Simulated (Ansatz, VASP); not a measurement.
Te: VASP beside Ansatz

```
Te
1.0
     0.00000    3.30841    3.30841
     3.30841    0.00000    3.30841
     3.30841    3.30841    0.00000
Te
2
Cartesian
  -0.8271 -0.8271 -0.8271
  0.8271 0.8271 0.8271
```

Alike in both runs: functional PBEsol; k mesh 11 × 11 × 11; occupations fermi-dirac, width 0.1 eV; no spin polarisation.

Ansatz relaxed the structure, and its values are those at the end. VASP's run is a single point on that final structure, the one shown.

|  | VASP | Ansatz |
| --- | --- | --- |
| version | VASP 6.6.1 | Ansatz 0.2.0 |
| potentials or method | VASP PAW PBE potentials, release 64 (Te), cutoff 520 eV | all-electron LAPW, scalar-relativistic |

Ansatz gave:

```
pressure (GPa) : 8.9
```

Problem. Which values does VASP return?

Solution. Pressure (GPa): 9.0.

Ansatz ran all-electron here, so the differences hold the error of VASP's frozen core and of both bases.

Caveats: the PAW data sets were made with another functional, which shifts forces and pressure a little (VASP). Spin-orbit coupling is left out, which matters for the levels of Te.
